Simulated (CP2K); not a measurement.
The system is ZnO (zincite).

```
Zn O
1.0
     3.24931    0.00000    0.00000
    -1.62465    2.81398    0.00000
     0.00000    0.00000    5.20571
Zn O
2 2
Cartesian
  1.6247 0.9380 0.0000
  0.0000 1.8760 2.6029
  0.0000 1.8760 4.5759
  1.6247 0.9380 1.9730
```

Program: CP2K 2026.2. Alike in all runs: no spin polarisation; cell as given; k mesh 9 × 9 × 5.

Task: Order these runs on this cell by their pressure, lowest first.
A. level PBEsol; potentials or basis POTENTIAL_UZH Zn GTH-PBE-q12, O GTH-PBE-q6; TZVP-MOLOPT-PBE-GTH basis; smearing fermi-dirac 0.1 eV; EPS_DEFAULT 1.0E-10; NGRIDS 5; points a segment of the path (NPOINTS) 10; bands added on the path 4; MPI ranks 2
B. level LDA; potentials or basis GTH_POTENTIALS Zn GTH-PADE-q12, O GTH-PADE-q6; TZVP-MOLOPT-PBE-GTH basis; smearing fermi-dirac 0.1 eV; EPS_DEFAULT 1.0E-9; NGRIDS 4; points a segment of the path (NPOINTS) 8; bands added on the path 2; MPI ranks 2
C. level PBE; potentials or basis POTENTIAL_UZH Zn GTH-PBE-q12, O GTH-PBE-q6; TZVP-MOLOPT-PBE-GTH basis; smearing fermi-dirac 0.05 eV; EPS_DEFAULT 1.0E-10; NGRIDS 5

Result: B (-5.5 GPa), A (0.4 GPa), C (6.2 GPa).

Caveats: the basis of atomic orbitals isn't converged, which shifts pressures, moduli and gaps; the potentials were made for another functional, which shifts forces and pressure (some runs).

Not every run made on this cell is shown here.
